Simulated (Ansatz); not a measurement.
Take a crystal in which Al has been replaced by In on all its sites, with the cell rescaled by a rough guess (in some cases also distorted within its space group) and nothing relaxed:

```
In P
1.0
     0.00000    2.95294    2.95294
     2.95294    0.00000    2.95294
     2.95294    2.95294    0.00000
In P
1 1
Direct
  0.00000 0.00000 0.00000
  0.75000 0.75000 0.75000
```

All numbers below come from DFT PBE, scalar-relativistic, plane waves, PAW in Ansatz 0.2.0.

Settings: cutoff 420 eV, Γ-centred mesh 10×10×10 on the computed 2-atom cell, Gaussian smearing of 0.02 eV; no spin polarisation.

(1) Will this cell want to expand or contract, and how hard?

(2) Is it a metal on this mesh?

(3) What is its energy against the elements in their standard states?

Results:

(1) The pressure is 1.7 GPa (positive in compression), so the cell would expand.

(2) No: the gap is 0.59 eV, the least direct gap 0.59 eV.

(3) -0.241 eV/atom at this unrelaxed geometry, with the elements in the same functional.